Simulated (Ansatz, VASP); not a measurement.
## One calculation of SnSe, two programs

File INCAR:

```
SYSTEM = SnSe
PREC = Accurate
ENCUT = 520
EDIFF = 1E-6
ISMEAR = 0
SIGMA = 0.1
LREAL = .False.
LASPH = .True.
NELM = 100
ALGO = Normal
ISIF = 2
LWAVE = .False.
LCHARG = .False.
NBANDS = 28
```

Contents of KPOINTS:

```
regular mesh
0
Gamma
  4 4 4
  0 0 0
```

File POSCAR:

```
SnSe
1.0
    2.1550000000     -5.8525000000      0.0000000000
    2.1550000000      5.8525000000      0.0000000000
    0.0000000000      0.0000000000      4.3180000000
Sn Se
2 2
Direct
    0.8800000000      0.1200000000      0.2500000000
    0.1200000000      0.8800000000      0.7500000000
    0.6440000000      0.3560000000      0.2500000000
    0.3560000000      0.6440000000      0.7500000000
```

Input for Ansatz:

```yaml
crystal:
  lattice:
    - [2.155, -5.8525, 0.0]
    - [2.155, 5.8525, 0.0]
    - [0.0, 0.0, 4.318]
  atoms:
    - { symbol: Sn, position: [0.88, 0.12, 0.25] }
    - { symbol: Sn, position: [0.12, 0.88, 0.75] }
    - { symbol: Se, position: [0.644, 0.356, 0.25] }
    - { symbol: Se, position: [0.356, 0.644, 0.75] }
basis:
  ecutwfc: 420
kpoints:
  mp_grid: { grid: [4, 4, 4] }
hamiltonian:
  xc: lda
scf:
  occupations: { method: gaussian, width: 0.1 }
output:
  forces: true
  stress: true
  eigenvalues: true
```

Alike in both runs: task single point; functional LDA; k mesh 4 × 4 × 4; occupations gaussian, width 0.1 eV; no spin polarisation.

```csv
,VASP,Ansatz
version,VASP 6.6.1,Ansatz 0.2.0
potentials or method,"VASP PAW LDA potentials, release 64 (Sn_d, Se)","scalar-relativistic, plane waves, PAW"
plane-wave cutoff (eV),520,420
valence electrons in the cell,40,60
```

```tsv
	VASP	Ansatz	Ansatz less VASP
gap on the k mesh at the Fermi level (eV)	0.60	0.62	+0.017
least direct gap on the mesh (eV)	0.83	0.85	+0.013
pressure (GPa)	-4.7	-4.8	-0.06
largest component of the traceless stress (GPa)	0.82	0.80	-0.025
rms of the force components (eV/Å)	0.177	0.186	+0.0096
```

Atom by atom the forces differ by 0.010 eV/Å (rms over components). The two sets of potentials don't hold the same shells in valence.

Caveats: spin-orbit coupling is left out, which moves the levels of the heavy elements. A k mesh can miss the band edges.
